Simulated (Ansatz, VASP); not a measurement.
## CdS: VASP beside Ansatz

```
Cd S
1.0
     4.13700    0.00000    0.00000
    -2.06850    3.58275    0.00000
     0.00000    0.00000    6.71600
Cd S
2 2
Cartesian
  0.0000 2.3885 -0.0002
  2.0685 1.1942 3.3578
  0.0000 2.3885 2.5321
  2.0685 1.1942 5.8901
```

Change from the starting cell: polar distortion scaled by 1.00.

Alike in both runs: task single point; functional PBEsol; k mesh 9 × 9 × 4; no spin polarisation.

|  | VASP | Ansatz |
| --- | --- | --- |
| version | VASP 6.6.1 | Ansatz 0.2.0 |
| potentials or method | VASP PAW PBE potentials, release 64 (Cd, S) | scalar-relativistic, plane waves, PAW |
| plane-wave cutoff (eV) | 520 | 420 |
| occupations | gaussian, width 0.01 eV | fixed |
| valence electrons in the cell | 36 | 52 |

Ansatz gave:

```
gap on the k mesh at the Fermi level (eV)       : 1.08
least direct gap on the mesh (eV)               : 1.08
pressure (GPa)                                  : -0.4
largest component of the traceless stress (GPa) : 0.08
```

Question: What did VASP give for the same quantities?

Answer: gap on the k mesh at the Fermi level (eV): 1.08; least direct gap on the mesh (eV): 1.08; pressure (GPa): -0.1; largest component of the traceless stress (GPa): 0.08.

The two sets of potentials don't hold the same shells in valence. Ansatz warned: «pseudo_functional_mismatch».

Caveats: the PAW data sets were made with another functional, which shifts forces and pressure a little (VASP).
